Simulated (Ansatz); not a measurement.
# CuSi24: the cost of one run

Computed with Ansatz 0.2.0 (DFT PBE+D3(BJ), scalar-relativistic, plane waves, PAW, unless a step's input says otherwise).

5 further runs of the same task are left out: 5 set aside as unsound or not needed.

### Step 1. The starting structure

The structure is trigonal, space group P3m1 (No. 156). The conventional cell has a = 3.834 Å, b = 3.834 Å, c = 24.043 Å, α = 90.00°, β = 90.00°, γ = 120.00°. Si (site symmetry 3m) has 3 Si at 2.35 Å as nearest neighbours. Si (site symmetry 3m) has 4 Si at 2.35 Å as nearest neighbours. Si (site symmetry 3m) is surrounded by 4 Si at 2.34 to 2.35 Å. Si (site symmetry 3m) is surrounded by 4 Si at 2.34 to 2.40 Å. Around Si (site symmetry 3m) lie 4 Si at 2.32 to 2.40 Å. Si (site symmetry 3m) has 3 Si at 2.32 Å as nearest neighbours.

Coordinates:

```xyz
24
Lattice="7.6672 0.0000 0.0000 -3.8336 6.6400 0.0000 0.0000 0.0000 24.0428" Properties=species:S:1:pos:R:3 pbc="T T T"
Si    3.8336    2.2133    8.5000
Si    1.9168    5.5333    8.5000
Si    0.0000    2.2133    8.5000
Si   -1.9168    5.5333    8.5000
Si    1.9168    3.3200    9.2825
Si    3.8336    0.0000    9.2825
Si   -1.9168    3.3200    9.2825
Si    0.0000    0.0000    9.2825
Si   -1.9168    3.3200   11.6301
Si    0.0000    0.0000   11.6301
Si    1.9168    3.3200   11.6301
Si    3.8336    0.0000   11.6301
Si    3.8336    4.4267   12.3898
Si    5.7504    1.1067   12.3898
Si    0.0000    4.4267   12.3898
Si    1.9168    1.1067   12.3898
Si    0.0000    4.4267   14.7932
Si    1.9168    1.1067   14.7932
Si    3.8336    4.4267   14.7932
Si    5.7504    1.1067   14.7932
Si   -1.9168    5.5333   15.4750
Si    0.0000    2.2133   15.4750
Si    1.9168    5.5333   15.4750
Si    3.8336    2.2133   15.4750
```

Planes are indexed in the bulk's conventional cell (Fd-3m (No. 227)), a = 5.422 Å, b = 5.422 Å, c = 5.422 Å, α = 90.00°, β = 90.00°, γ = 90.00°.

It is a (111) slab, 7.0 Å thick as cut, with 17 Å of vacuum, in a 2×2 surface cell; its outer planes are Si (top) and Si (bottom). An earlier relaxation, lower half held, gave -15256.3080 eV, work function 4.79 eV (top face), 4.91 eV (bottom face), dipole along +c 0.034 e·Å per cell.

### Step 2. Cu at the top (Si) site

With the adsorbate the run is spin-polarised.

File input.yaml:

```yaml
crystal:
  lattice:
    - [7.6671877233, 0.0, 0.0]
    - [-3.8335938617, 6.639979344, 0.0]
    - [0.0, 0.0, 26.0427616316]
  atoms:
    - { symbol: Si, position: [0.6666666667, 0.3333333333, 0.3263862766] }
    - { symbol: Si, position: [0.6666666667, 0.8333333333, 0.3263862766] }
    - { symbol: Si, position: [0.1666666667, 0.3333333333, 0.3263862766] }
    - { symbol: Si, position: [0.1666666667, 0.8333333333, 0.3263862766] }
    - { symbol: Si, position: [0.5, 0.5, 0.3564341294] }
    - { symbol: Si, position: [0.5, 0.0, 0.3564341294] }
    - { symbol: Si, position: [0.0, 0.5, 0.3564341294] }
    - { symbol: Si, position: [0.0, 0.0, 0.3564341294] }
    - { symbol: Si, position: [0.0, 0.5, 0.446577688] }
    - { symbol: Si, position: [0.0, 0.0, 0.446577688] }
    - { symbol: Si, position: [0.5, 0.5, 0.446577688] }
    - { symbol: Si, position: [0.5, 0.0, 0.446577688] }
    - { symbol: Si, position: [0.8333333333, 0.6666666667, 0.4757465382] }
    - { symbol: Si, position: [0.8333333333, 0.1666666667, 0.4757465382] }
    - { symbol: Si, position: [0.3333333333, 0.6666666667, 0.4757465382] }
    - { symbol: Si, position: [0.3333333333, 0.1666666667, 0.4757465382] }
    - { symbol: Si, position: [0.3333333333, 0.6666666667, 0.5680361075] }
    - { symbol: Si, position: [0.3333333333, 0.1666666667, 0.5680361075] }
    - { symbol: Si, position: [0.8333333333, 0.6666666667, 0.5680361075] }
    - { symbol: Si, position: [0.8333333333, 0.1666666667, 0.5680361075] }
    - { symbol: Si, position: [0.1666666667, 0.8333333333, 0.5942165057] }
    - { symbol: Si, position: [0.1666666667, 0.3333333333, 0.5942165057] }
    - { symbol: Si, position: [0.6666666667, 0.8333333333, 0.5942165057] }
    - { symbol: Si, position: [0.6666666667, 0.3333333333, 0.5942165057] }
    - { symbol: Cu, position: [0.6666666667, 0.8333333333, 0.6879085663], spin: 1.0 }
basis:
  ecutwfc: 420
kpoints:
  mp_grid: { grid: [6, 6, 1] }
hamiltonian:
  xc: pbe
  dispersion: d3bj
scf:
  occupations: { method: gaussian, width: 0.05 }
output:
  forces: true
  eigenvalues: true
  populations: true
  write_density: true
  write_potential: true
  elf: true
  volumetric_format: npy
magnetization:
  spin_polarized: true
relax:
  adjacent_minimum: "off"
  f_tol: 0.03
  max_steps: 70
  constraints: [{ sites: [0, 1, 2, 3, 4, 5, 6, 7, 8, 9, 10, 11] }]
efield:
  axis: 3
  dipole_correction: true
  ramp_width: 0.04
```

Started as:

```sh
$ ansatz run input.yaml --threads 4 --pin off --max-ram 10240MiB --backend cpu --events-out ev --progress --plain --runs-dir out
```

**Question.** How long does this run take on 4 threads of Intel Xeon 6975P-C (Granite Rapids), shared host, and how much memory does it need?

About 3.7 min, with a peak of 3.2 GiB.
